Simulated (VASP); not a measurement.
A run of VASP 6.6.1:

Contents of POSCAR:

```
Au
1.0
    0.0000000000      2.0409900000      2.0409900000
    2.0409900000      0.0000000000      2.0409900000
    2.0409900000      2.0409900000      0.0000000000
Au
1
Direct
    1.0000000000      0.0000000000      1.0000000000
```

Contents of INCAR.step1:

```
SYSTEM = Au
PREC     = Accurate       ! precision mode
ENCUT    = 520            ! plane-wave cutoff, eV
EDIFF    = 1E-5           ! SCF threshold, eV
ISMEAR   = 0              ! smearing method
SIGMA    = 0.1            ! smearing width, eV
LREAL    = .False.        ! projectors in reciprocal space
LASPH    = .True.         ! aspherical terms in the spheres
NELM     = 80             ! most SCF steps
ALGO     = Normal         ! electronic algorithm
ISIF     = 2              ! what is computed and relaxed
LWAVE    = .True.         ! write WAVECAR
NBANDS   = 12             ! bands
GGA      = PE             ! functional
```

INCAR.step2

```
SYSTEM = Au
PREC     = Accurate       ! precision mode
ENCUT    = 520            ! plane-wave cutoff, eV
EDIFF    = 1E-6           ! SCF threshold, eV
ISMEAR   = 0              ! smearing method
SIGMA    = 0.1            ! smearing width, eV
LREAL    = .False.        ! projectors in reciprocal space
LASPH    = .True.         ! aspherical terms in the spheres
NELM     = 80             ! most SCF steps
ALGO     = Normal         ! electronic algorithm
ISIF     = 2              ! what is computed and relaxed
LWAVE    = .False.        ! write WAVECAR
LCHARG   = .True.         ! write CHGCAR
GGA      = PE             ! functional
LHFCALC  = .True.         ! exact exchange
AEXX     = 0.25           ! exact-exchange fraction
PRECFOCK = Fast         
LELF     = .True.         ! ELF
LVHAR    = .True.       
NBANDS   = 12             ! bands
ISTART   = 1
```

KPOINTS

```
regular mesh
0
Gamma
  8 8 8
  0 0 0
```

Potentials or basis: VASP PAW PBE potentials, release 64 (Au).

The run is started by

```sh
$ cat potpaw_PBE.64/Au/POTCAR > POTCAR
$ cp INCAR.step1 INCAR
$ mpirun -np 1 vasp_std > vasp.out
$ cp INCAR.step2 INCAR
$ mpirun -np 1 vasp_std > vasp.out
```

Hardware: 1 thread of AMD EPYC 9R45 (Zen 5), with other jobs on the host.

Q: How long does it take, and how much memory?

A: Run time: 16 min on 1 thread of AMD EPYC 9R45 (Zen 5), with other jobs on the host, peak memory 0.13 GiB. Counts: scf iterations 8, k points 29.
